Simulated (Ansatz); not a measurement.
**How the gap and the level of C_N in AlN (P6_3mc) follow the exchange fraction**

Aim: the (0/−1) level of C_N in AlN (P6_3mc) as a function of the share of exact exchange, with the cost of each choice. The model is a cell of 128 host atoms with 1 N taken out and 1 C put in; the atoms are relaxed once and then held.

Method: plane-wave PAW DFT; relaxations with PBEsol, then single points with PBEsol and PBE0 form with several shares of exact exchange, on supercells at fixed charge in a uniform background, in Ansatz 0.2.0.

### 1. The structure

The cell holds 128 atoms: 64 Al, 63 N and 1 C. Its edges and angles: a = 14.686 Å, b = 14.686 Å, c = 11.753 Å, α = 125.1°, β = 125.1°, γ = 94.5°. It derives from AlN (space group P6_3mc). Nearest the centre at fractional (0.554, 0.637, 0.750): C121 at 0.00 Å, Al55 at 1.89 Å, Al102 at 1.89 Å, Al117 at 1.89 Å, Al51 at 1.90 Å, N109 at 3.07 Å, N32 at 3.07 Å, N112 at 3.07 Å. The cell carries charge −1.

The host's dielectric constants go in as inputs: (4.50, 4.50, 4.73) for the electrons alone, (8.20, 8.20, 9.74) with the ions, computed on the host (DFPT, PBEsol).

The cell's shortest repeat is 11.8 Å.

### 2. Relaxing both charge states, PBEsol

The study needs fixed structures, so each charge is relaxed once, at one point at (¼, ¼, ¼), from small random displacements that break the symmetry of the site.

File qm1.relax/input.yaml:

```yaml
crystal:
  lattice:
    - [-4.67041106, 2.69646303, 4.9836768]
    - [4.67041106, -2.69646303, 4.9836768]
    - [1.55680365, 2.69646308, -4.9836768]
  atoms:
    - { symbol: Al, position: [0.416184, 0.08285, 0.0] }
    - { symbol: Al, position: [0.416184, 0.58285, 0.5] }
    - { symbol: Al, position: [0.916184, 0.08285, 0.5] }
    - { symbol: Al, position: [0.916184, 0.58285, 0.0] }
    - { symbol: Al, position: [0.33285, 0.166184, 0.5] }
    - { symbol: Al, position: [0.33285, 0.666184, 0.0] }
    - { symbol: Al, position: [0.83285, 0.166184, 0.0] }
    - { symbol: Al, position: [0.83285, 0.666184, 0.5] }
    - { symbol: "N", position: [0.10715, 0.273816, 0.5] }
    - { symbol: "N", position: [0.10715, 0.773816, 0.0] }
    - { symbol: "N", position: [0.60715, 0.273816, 0.0] }
    - { symbol: "N", position: [0.60715, 0.773816, 0.5] }
    - { symbol: "N", position: [0.023816, 0.35715, 0.0] }
    - { symbol: "N", position: [0.023816, 0.85715, 0.5] }
    - { symbol: "N", position: [0.523816, 0.35715, 0.5] }
    - { symbol: "N", position: [0.523816, 0.85715, 0.0] }
  supercell: [2, 2, 2]
  defects: [{ substitution: { at: 120, symbol: C } }]
total_charge: -1
basis:
  ecutwfc: 420
  xc_grid: 2
hamiltonian:
  xc: pbesol
  pseudopotentials: { kind: paw, azcp: { folder: soft_1 }, xc_functional: pbe }
kpoints:
  mp_grid: { grid: [1, 1, 1], shift: [0.25, 0.25, 0.25] }
scf:
  occupations: { method: fixed }
  max_iter: 60
output:
  forces: true
  charged_corrections:
    epsilon: [4.5, 4.5, 4.73]
    static_epsilon: [8.2, 8.2, 9.74]
    defect_position: [0.553575, 0.636908, 0.75]
relax:
  f_tol: 0.015
  max_steps: 60
  random_displacement: { amplitude: 0.04, seed: 40 }
checkpoint:
  write: "../qm1.relax.run"
  compress: false
  write_wavefunctions: true
  write_every: 100000
```

On the command line:

```bash
$ ansatz run input.yaml --threads 32 --pin off --max-ram 84787MiB --backend cuda --events-out ev --progress --plain --runs-dir out --max-vram 78GiB
```

Numbers of over 12 decimals in the logs are rounded to 6 here.

The log of the run:

```text
[... repeated set-up lines and file paths are left out, and long positions are rounded to six places ...]
Engine: ansatz 0.2.0, aarch64-unknown-linux-gnu
Pseudopotentials: kind: paw
Pseudopotential: Al, paw, valence charge 3, recommended cutoff 420 eV (normal), soft_1/Al.paw.azcp
Pseudopotential: N, paw, valence charge 5, recommended cutoff 420 eV (normal), soft_1/N.paw.azcp
Pseudopotential: C, paw, valence charge 4, recommended cutoff 420 eV (normal), soft_1/C.paw.azcp
Functional definition: PBEsol
  exchange = pbesol_x
  correlation = pbesol_c
[...]
Crystal: 128 atoms, lattice volume = 1338.931 Å³
Basis set: ecut = 420 eV, 26161 PW (Γ), exchange–correlation on 200×200×160 points (8 copies of the dense FFT grid, shifted against one another)
Bands: 384, of which v1, the nominal top of the filled ones, is band 256 counted from 1 (255 counted from 0)
Symmetry: 1 space group operations
k-points: 1
Non-local potential: Al, projectors of the file, l = 0: 2, l = 1: 2, l = 2: 1
Non-local potential: N, projectors of the file, l = 0: 2, l = 1: 2, l = 2: 1
Non-local potential: C, projectors of the file, l = 0: 2, l = 1: 2, l = 2: 1
PAW form: soft (Blöchl's): semilocal exchange-correlation on the pseudo side does not see the compensation charge
PAW frozen core: Al, regenerated for the run's functional, and the local potential with it (the file was generated under x = pbe(κ = 0.804, μ = 0.219515), c = pbe(β = 0.066725))
PAW frozen core: N, regenerated for the run's functional, and the local potential with it (the file was generated under x = pbe(κ = 0.804, μ = 0.219515), c = pbe(β = 0.066725))
PAW frozen core: C, regenerated for the run's functional, and the local potential with it (the file was generated under x = pbe(κ = 0.804, μ = 0.219515), c = pbe(β = 0.066725))
PAW one-centre angular grid: Al, 110 points (default); XC on 64 Gauss nodes
PAW one-centre angular grid: N, 110 points (default); XC on 64 Gauss nodes
PAW one-centre angular grid: C, 110 points (default); XC on 64 Gauss nodes
Initial density: superposition of atomic densities (chi_scale 0.1, normalization cell, long waves kept (reshape's long-wave potential 0.15 eV rms))
Initial wavefunctions: pseudopotential atomic-orbital guess
[...]
Functional: x = pbesol(κ = 0.804, μ = 0.123457), c = pbesol(β = 0.046)
SCF iter   1: F=—  HF=-57922.389245 eV  |Δ(HF+E_count)|=         —  Δρ=1.29e-1  dr2=2.82e2  Hψ=1197
preconditioner: auto → Resta (q_TF=auto, 2.324 Å⁻¹)  ε∞=3.6  [insulator: Δε(μ)=6.246 eV  Ē_g=14.165 eV  n_scr=288 (ndim 8)  ℏωp=23.0 eV  f_vac=0.000  ε∞_Penn≈3.6]
SCF iter   2: F=—  HF=-57839.773662 eV  |Δ(HF+E_count)|=    8.26e1  Δρ=4.46e-2  dr2=1.66e1  Hψ=663
[...]
SCF iter   9: F=-57834.846325 eV  HF=-57834.846326 eV  |Δ(HF+E_count)|=   6.10e-7  Δρ=9.42e-6  dr2=1.16e-6  Hψ=900
SCF 1 converged in 9 iterations: F = -57834.846325 eV  dr2 = 1.16e-6
[... from here on, the SCF cycles and remarks between the steps are left out, and one step in 2 is shown ...]
relax step   1: F+E_penalty+E_count = -57834.84632530 eV  Δ(F+E_penalty+E_count) = +0.000e0 eV  max|allowed force component| = 2.051e0 eV/Å  Δτ_max = 0.0000 Å  (9 SCF iters, dr2 threshold 5.63e-6 eV, accepted)
relax step   2: F+E_penalty+E_count = -57836.58746545 eV  Δ(F+E_penalty+E_count) = -1.741e0 eV  max|allowed force component| = 1.048e0 eV/Å  Δτ_max = 0.0483 Å  (6 SCF iters, dr2 threshold 1.00e-4 eV, accepted)
relax step   4: F+E_penalty+E_count = -57837.34137637 eV  Δ(F+E_penalty+E_count) = -4.844e-1 eV  max|allowed force component| = 1.493e-1 eV/Å  Δτ_max = 0.1473 Å  (6 SCF iters, dr2 threshold 1.00e-4 eV, accepted)
relax step   6: F+E_penalty+E_count = -57837.34828889 eV  Δ(F+E_penalty+E_count) = +1.981e-4 eV  max|allowed force component| = 2.143e-2 eV/Å  Δτ_max = 0.0032 Å  (5 SCF iters, rejected (line search))
relax step   8: F+E_penalty+E_count = -57837.34828849 eV  Δ(F+E_penalty+E_count) = +1.987e-4 eV  max|allowed force component| = 2.149e-2 eV/Å  Δτ_max = 0.0032 Å  (5 SCF iters, rejected (line search))
relax step   9: F+E_penalty+E_count = -57837.34863206 eV  Δ(F+E_penalty+E_count) = -1.449e-4 eV  max|allowed force component| = 3.547e-3 eV/Å  Δτ_max = 0.0016 Å  (5 SCF iters, accepted)
[...]
NSCF: frozen V_eff on 1 k-points
[...]
SCF converged after 5 iterations
Free energy (F): -57837.348632 eV
Harris-Foulkes:  -57837.348632 eV  (|F-HF|=8.90e-9)
Internal energy: -57837.348632 eV  (E = F + TS)
E sigma→0 (E₀):  -57837.348632 eV
Fermi energy:    7.758232 eV
--- Per-component energies (eV) ---
  E_band       = 921.702071
  E_kinetic    = 9958.189506
  E_local      = -13307.844306  (includes V_loc(G=0)·N_el)
  E_nonlocal   = 2863.538375
  E_hartree    = 4876.991802
  E_xc         = -6270.454784
  E_vxc        = -6813.346709  (∫ρ·V_xc dr)
  E_paw        = -37118.053167  (= ΣΔE_a)
  E_vpaw       = -1532.871328  (= ΣTr[D̂ρ^β])
  E_aug_tail   = 0.053006  (compensation charges beyond the density's cutoff)
  E_ewald      = -18842.785290
  E_core_change = 3.016226  (= ΣΔE_core)
  E_smearing   = -0.000000  (= −TS)
  E_closure    = 0.000000  (closes the sum)
  E_deformation_potential = -17.153889  (in the stress; not in F)
  Σ components = -57837.348632   (vs F -57837.348632, Δ=0.00e0)
--- Forces (eV/Å), atoms counted from 1 ---
  atom   1  Al     0.00044843     0.00079313    -0.00078913
  atom   2  Al     0.00073306     0.00117658    -0.00001372
  [... 4 atoms left out ...]
  [... 122 more lines of this table ...]
  max |Σ_I F_I| component: 1.29e-5 eV/Å
--- Charged-cell corrections in eV (Makov–Payne, q = -1.000 e, ε = [8.200, 8.200, 9.740]) ---
  F (periodic)     = -57837.348632  (uncorrected; the corrections below are reported, never added to it)
  E_corr1          = +0.216357  (monopole, q²α_M/2ε̄L, of the cell on which ε is isotropic)
  F Makov-Payne    = -57837.132275  (F + E_corr1; no measured alignment; for a localised charge, not one spread in a band: unchecked)
  no potential alignment in this run, which stands beside a crystal: run the host's input off ansatz write-host-input, and read the two finished runs by ansatz place-levels (neither reads a slab, a wire or a sheet, whose cell leaves a vacuum)
--- Band table (eV) ---
  k-point 0: bands = ["-7.9222", "-7.8413", "-7.5204", "-7.5108", "-7.4702", "-7.3480", "-7.0964", "-7.0659", "-6.8657", "-6.8535", [... rest cut ...]
--- Relaxed structure (9 steps of the walk, 7 accepted, 0 SCFs on fresh bases) ---
  F+E_penalty+E_count = -57837.34863206 eV   max|allowed force component| = 3.547e-3 eV/Å
  atoms:
    - { symbol: Al, position: [0.208267, 0.042222, 0.000724] }
    - { symbol: Al, position: [0.208677, 0.292983, 0.251629] }
    [... 4 atoms left out ...]
  [... 122 more lines of this table ...]
```

Run time: 11 s. Hardware: 1 × NVIDIA GB200 with 32 threads of Arm Neoverse V2, shared host; peak memory 1.7 GiB.

Step by step:

```
step  energy less that of the first step (eV)  largest force component (eV/Å)
   1                                   0.0000                          2.0506
   2                                  -1.7411                          1.0477
   3                                  -2.0107                          2.7044
   4                                  -2.4951                          0.1493
   5                                  -2.5022                          0.0160
   6                                  -2.5020                          0.0214
   7                                  -2.5022                          0.0160
   8                                  -2.5020                          0.0215
   9                                  -2.5023                          0.0035
```

Relaxation steps 6, 8 were tried and not accepted.

The atoms that moved most (Å, from the sites as typed, ahead of the random displacement, the mean shift of all atoms taken out):

```
 atom      dx      dy      dz  length
Al114   0.000   0.000  -0.070   0.070
 N127  -0.032   0.019   0.035   0.051
 N125   0.000  -0.035   0.030   0.046
 N112   0.030   0.018   0.030   0.046
  N94  -0.013   0.007  -0.032   0.035
  N12  -0.009  -0.033  -0.002   0.034
 N108   0.024   0.024  -0.002   0.034
 N106   0.033   0.005   0.004   0.034
```

Neighbours of C121 at the end:

```
 atom  distance (Å)
Al102         1.889
 Al55         1.889
Al117         1.891
 Al51         1.911
Al114         2.977
 N112         3.090
 N125         3.090
 N127         3.096
  N32         3.130
 N109         3.130
  N94         3.135
 N107         3.145
  N90         3.145
  N12         3.147
 N108         3.147
  N59         3.147
```

```
charge  moment set (μB)  steps  largest displacement (Å)  time
    −1                0      9                      0.07  11 s
     0                1     12                      0.08  21 s
```

The relaxation ends 20 meV an atom lower than the displaced start, with a largest force component of 0.0035 eV/Å.

### 3. First setting: 0 (PBEsol)

Exact exchange opens the gap of the host. A level of a localised state need not follow either band edge, so its distance to each edge changes. The single points sample the zone centre alone.

File qm1.a0/input.yaml:

```yaml
crystal:
  checkpoint: "../qm1.relax.run"
  host: checkpoint
total_charge: -1
basis:
  ecutwfc: 420
  xc_grid: 2
hamiltonian:
  xc: pbesol
  pseudopotentials: { kind: paw, azcp: { folder: soft_1 }, xc_functional: pbe }
kpoints:
  mp_grid: { grid: [1, 1, 1] }
scf:
  occupations: { method: fixed }
  max_iter: 60
output:
  forces: true
  charged_corrections:
    epsilon: [4.5, 4.5, 4.73]
    static_epsilon: [8.2, 8.2, 9.74]
    defect_position: [0.553575, 0.636908, 0.75]
  eigenvalues: true
  eigenstates: { localisation: true }
checkpoint:
  read: "../qm1.relax.run"
  write: "../qm1.a0.run"
  compress: false
  write_wavefunctions: false
  write_every: 100000
```

The log of the run:

```text
[...]
crystal.checkpoint: the structure is that of <dir>, a `relax` run, at its step 9: its result, under pbesol at a charge of -1 e; 128 atoms read, 0 with a starting moment; crystal.structure_sha256 for this input is
[...]
device memory: the entry about to start is reckoned to put 4.3 GiB on a device that reports 181.8 GiB free (of which the cap on the GPU budget leaves the run 78.0 GiB)
GPU FFT provider: cuFFT
GPU libraries: cuBLAS 13.8.1, cuFFT 12.4.0, cuSOLVER 12.3.2
GPU matrix products: emulated (plane waves: as basis.precision tells), large ones in fixed point in workspaces of 1.00 GiB
Crystal: 128 atoms, lattice volume = 1338.931 Å³
Basis set: ecut = 420 eV, 26161 PW (Γ), exchange–correlation on 200×200×160 points (8 copies of the dense FFT grid, shifted against one another)
Bands: 384, of which v1, the nominal top of the filled ones, is band 256 counted from 1 (255 counted from 0)
[... 1 set-up line as in the run before ...]
[...]
k-points: 1
[...]
GPU buffer pool allocated for 800000 grid points (all kernels)
GPU transforms: local potential and band sums: pruned to the plane-wave sphere, on 100×100×80
[...]
iter 1 solved again at ethr=5.33e-6 eV; its pass at ethr=3.10e-3 eV (dr2=2.73e-2 eV) is discarded
[...]
SCF iter   6: F=-57835.906805 eV  HF=-57835.906805 eV  |Δ(HF+E_count)|=   3.52e-7  Δρ=2.71e-6  dr2=9.16e-8  Hψ=2982
SCF 1 converged in 6 iterations: F = -57835.906805 eV  dr2 = 9.16e-8
[...]
SCF converged after 6 iterations
Free energy (F): -57835.906805 eV
[...]
Internal energy: -57835.906805 eV  (E = F + TS)
E sigma→0 (E₀):  -57835.906805 eV
Fermi energy:    7.800973 eV
[...]
--- Forces (eV/Å), atoms counted from 1 ---
  atom   1  Al    -0.01503327     0.01045908    -0.01973443
  atom   2  Al    -0.01613423     0.01352498    -0.01640148
  [... 4 atoms left out ...]
  [... 122 more lines of this table ...]
  max |Σ_I F_I| component: 6.17e-5 eV/Å
[...]
F Makov-Payne    = n/a  (the rows are of the electrons' constant alone; ansatz place-levels tells what screens the charge)
[...]
--- Band table (eV) ---
[...]
```

Wall time 2.1 s (1 × NVIDIA GB200 with 32 threads); peak memory 1.4 GiB; 9 s of CPU time.

Reading the cycles: dr2 is the Hartree energy of the density residual (eV), the measure of convergence; HF is the Harris–Foulkes estimate of the energy, which meets the free energy F at convergence.

Both charges and the host at this setting go to place-levels, which corrects for the image charge and aligns the potentials.

File levels.a0.yaml:

```yaml
host:
  run: host.a0.run
states: [qm1.a0.run, q0_M1.a0.run]
geometry_from:
  qm1.a0.run: qm1.relax.run
  q0_M1.a0.run: q0_M1.relax.run
  host.a0.run: host.relax.run
chemical_potentials:
  "N":
    energy: -378.476431
    dataset: "<sha256 of the dataset>"
  C:
    energy: -246.668769
    dataset: "<sha256 of the dataset>"
```

On the command line:

```bash
$ ansatz place-levels levels.a0.yaml -- --threads 32 --pin off --max-ram 84787MiB
```

The log of the run:

```text
(0/-1) 0.929 eV above the valence edge, 3.162 eV under the conduction edge
formation energy of charge 0: +5.065 eV with the Fermi level at the valence edge
formation energy of charge -1: +5.994 eV with the Fermi level at the valence edge
  edges by pbesol, gap 4.091 eV; the host is sampled to repeats of 11.75 Å
  the defect's cells are sampled to repeats of 11.75 Å, like sampling
  charge 0: +0.000 eV for its dipole among its images, +0.000 omitted
  charge -1: -57835.6916 eV with its correction of +0.215 eV, at epsilon [8.2, 8.2, 9.74], aligned at sites: +0.0012 eV, mean over 48 atomic sites at or beyond 5.88 Å from the defect at [0.5536, 0.6369, 0.7500], with -0.000390 for the charge's moments and [...]
  of states[1] (q0_M1.a0.run): its only k-point is the zone centre, where a defect's energies can be off by tenths of an eV or more: see "From the zone centre to a mesh" in the quickstart
  of states[0] (qm1.a0.run): how wide its charge is, is not read beside other atoms or cores, and a band state would take no correction. [...]
```

Elapsed: 0.17 s, on 32 threads.

At this setting the gap is 4.091 eV and (0/−1) lies 0.929 eV above the valence top.

### 4. The other settings

From the second setting on only the share changes; the first is PBEsol, whose semilocal part differs from that of the hybrids. The next input; the others follow the same pattern (0.2, 0.25, 0.3 and 0.4):

qm1.a10/input.yaml, as its differences from qm1.a0/input.yaml of step 3:

```diff
@@ -8,4 +8,4 @@
 hamiltonian:
-  xc: pbesol
-  pseudopotentials: { kind: paw, azcp: { folder: soft_1 }, xc_functional: pbe }
+  xc: { preset: pbe0, exx: 0.1 }
+  pseudopotentials: { kind: paw, azcp: { folder: soft_1 } }
 kpoints:
@@ -25,3 +25,3 @@
   read: "../qm1.relax.run"
-  write: "../qm1.a0.run"
+  write: "../qm1.a10.run"
   compress: false
```

### 5. Result against cost

Times of the states on 1 × NVIDIA GB200 with 32 threads of Arm Neoverse V2, shared host; the host is run again at each setting:

```
share of exact exchange  gap (eV)  (0/−1) above the valence top (eV)  under the conduction bottom (eV)  time, both charge states  time, host and placing  peak memory of a state (GiB)
             0 (PBEsol)     4.091                              0.929                             3.162                     7.1 s                   2.3 s                           1.8
                    0.1     5.012                              1.380                             3.631                      30 s                    93 s                           2.4
                    0.2     5.866                              1.833                             4.033                      33 s                    96 s                           2.5
                   0.25     6.298                              2.068                             4.230                      37 s                    83 s                           2.3
                    0.3     6.733                              2.307                             4.426                      36 s                    84 s                           2.4
                    0.4     7.613                              2.800                             4.813                      37 s                    89 s                           2.8
```

### 6. Results

- (0/minus 1) level, 0 (PBEsol): 0.93 eV
- (0/minus 1) level, 0.1: 1.38 eV
- (0/minus 1) level, 0.2: 1.83 eV
- (0/minus 1) level, 0.25: 2.07 eV
- (0/minus 1) level, 0.3: 2.31 eV
- (0/minus 1) level, 0.4: 2.80 eV
- slope of the gap among the hybrids: 0.87 eV per 0.1 of exact exchange

From a share of 0 (PBEsol) to 0.4 the gap opens from 4.09 to 7.61 eV and (0/−1) moves from 0.93 to 2.80 eV above the valence top. Among the hybrids, by fitted slopes, the level takes 55 % of the gap's opening, between the two edges, as a localised state does. The atoms were held at the semilocal structure, so a distortion that exact exchange would bring is missing. The program warns that hybrid band edges depend on the exchange mesh, which was not varied here; the gaps and slopes may carry that error. Only the charges −1 and 0 were run, each from one start, so (0/−1) need not be a change between stable states. Keep in mind: sampling at the zone centre alone can move energies of charged and open-shell states by tenths of an eV or more in cells of this size; the structures are those of PBEsol; force components of up to 0.59 eV/Å remain in a run at the final settings.

[Logs are printed without paths, hosts, clocks, repeated set-up lines and the standing remarks that a program may print on its own settings, such as how far it seeks lower states.]

[Hosts, paths, dates, database ids (printed as entryN), source tags and the programs' standing remarks are cut or masked in the printed files.]

[Where a table of states has a column of steps, it counts the stored structures, which are thinned; the runs took as many ionic steps or more.]

[For some hosts the program warned that the k-mesh of the response run may be too coarse for force constants and the static dielectric constant; such warnings are not shown here.]
